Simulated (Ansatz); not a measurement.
# LiH

Computed with Ansatz (plane waves, PAW, 420 eV cutoff): PBEsol, scalar-relativistic, no spin polarisation, Γ-centred 14×14×14 mesh, 0.05 eV Gaussian smearing. The datasets are Ansatz's generated set soft_2.

```xyz
2
Lattice="0.0000 1.9900 1.9900 1.9900 0.0000 1.9900 1.9900 1.9900 0.0000" Properties=species:S:1:pos:R:3 pbc="T T T"
Li    0.0000    0.0000    0.0000
H     1.9900    1.9900    1.9900
```

The chain of runs began from a cell as deposited in COD, expanded in volume.

Cell and atoms are those of this level's equilibrium.

The cell has space group Fm-3m (read at 0.01 Å). In it the stress is 0.00, 0.00, 0.00, 0.00, 0.00, 0.00 GPa and the largest force component 0.000 eV/Å. Each change below starts from this cell, without further relaxation. Stress is in GPa, positive in compression, in the order xx, yy, zz, yz, xz, xy; energies are counted from the cell above.

Question: One atom was moved along a Cartesian axis, and these forces appeared. Which atom, and about how far?
```
atom  Fx (eV/Å)     Fy      Fz
 Li1      0.000  0.000  -0.322
  H2      0.000  0.000   0.322
```

Answer: Atom 1 (Li) is moved by 0.20 Å along z; the energy changes by 28.6 meV per cell. Moving the other atom the opposite way is the same thing.

Question: A single strain component, atoms carried along, gave the stress 0.00, -0.01, 0.00, 0.00, 0.48, 0.00. Which component, and about how large?

Answer: An engineering strain of -1 % in xz; the energy changes by 0.2 meV per cell. The relaxed cell is 7 % smaller in volume than the cell of this structure in the Crystallography Open Database (8.45 Å³/atom, 2007).

The restoring force on displaced Li reflects the short-range repulsion between Li⁺ and the large, soft hydride ion, which outweighs the electrostatic drive towards off-centring. The 28.6 meV cost is less than half the product of the final force and the displacement, so the force grows faster than linearly: the well hardens as the ions close up along the cube axis. Because the two sublattices move rigidly against each other, this probes the zone-centre transverse optical mode, whose high frequency in LiH owes much to the small mass of hydrogen.

The shear response is purely elastic, since inversion symmetry at both sites leaves no internal displacement to relax.

The 7 % smaller volume is a substantial underestimate, probably owing largely to the missing zero-point motion, which expands a lattice of such light ions appreciably, with a possible contribution from the functional. The overly short contacts probably stiffen the optical mode too. The longitudinal optical frequency doesn't follow from this force, as it also requires the Born charges and the electronic dielectric constant.
